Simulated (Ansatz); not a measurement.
# NiO: straining the crystal, a stretch of c alone

A series on NiO: a stretch of c alone, -6 to +6 %; the rest of the cell is held and the atoms relax. Wanted: energy, stress and any gap along the series.

Method: DFT r2SCAN, scalar-relativistic, plane waves, PAW, in Ansatz 0.2.0.

2 further runs of the same task are left out: 2 set aside as unsound or not needed.

## (1) The system as given

The structure is cubic, space group Fm-3m (No. 225). Conventional cell: a = 4.189 Å, b = 4.189 Å, c = 4.189 Å, α = 90.00°, β = 90.00°, γ = 90.00°. Ni (site symmetry m-3m) is surrounded by 6 O at 2.09 Å. O (site symmetry m-3m) is surrounded by 6 Ni at 2.09 Å.

As a file:

```
Ni O
1.0
     2.09430    2.09430    0.00000
    -2.09430    2.09430    0.00000
     0.00000    0.00000    4.18860
Ni O
2 2
Cartesian
  0.0000 0.0000 0.0000
  0.0000 2.0943 2.0943
  0.0000 2.0943 0.0000
  0.0000 0.0000 2.0943
```

It goes back to an entry of the Materials Project.

## (2) Reference cell for the strains

input.yaml

```yaml
crystal:
  lattice:
    - [2.0942984958, 2.0942984958, 0.0]
    - [-2.0942984958, 2.0942984958, 0.0]
    - [0.0, 0.0, 4.1885969916]
  atoms:
    - { symbol: Ni, position: [0.0, 0.0, 0.0], spin: 1.84 }
    - { symbol: Ni, position: [0.5, 0.5, 0.5], spin: 1.84 }
    - { symbol: O, position: [0.5, 0.5, 0.0], spin: 0.31 }
    - { symbol: O, position: [0.0, 0.0, 0.5], spin: 0.31 }
basis:
  ecutwfc: 500
kpoints:
  mp_grid: { grid: [10, 10, 8] }
hamiltonian:
  xc: r2scan
scf:
  occupations: { method: gaussian, width: 0.02 }
output:
  forces: true
  stress: true
  eigenvalues: true
  populations: true
magnetization:
  spin_polarized: true
```

Started as:

```bash
$ ansatz run input.yaml --threads 1 --pin off --max-ram 2560MiB --backend cpu --events-out ev --progress --plain --runs-dir out
```

Further runs follow: band edges over the zone; At -2.0 %; band edges over the zone at -2.0 %; the cell strained by +2.0 %; seeking the band edges at +2.0 %; strain -4.0 %; band edges over the zone at -4.0 %; At +4.0 %; band edges over the zone at +4.0 %; strain -6.0 %; the gap over the whole zone at -6.0 %; strain +6.0 %; the gap over the whole zone at +6.0 %.

What does the calculation give? Wanted: (1/V) d²E/dε² at zero strain, cubic fit; gap shift, negative and positive side.

The runs gave:

```
                               quantity                    value
                    largest energy cost  50.6 meV/atom at -6.0 %
(1/V) d²E/dε² at zero strain, cubic fit                  398 GPa
  gap shift, negative and positive side       +92, -28 meV per %
```

In words: From the curvature follows the elastic constant along c at held a and b: 398 GPa. Compression by 6 % costs 50.6 meV/atom and stretching 31.4. The gap runs from 0.21 eV at -6.0 % through 0.82 to 0.58 eV at +6.0 %. The magnetic state reached may not be the lowest one.
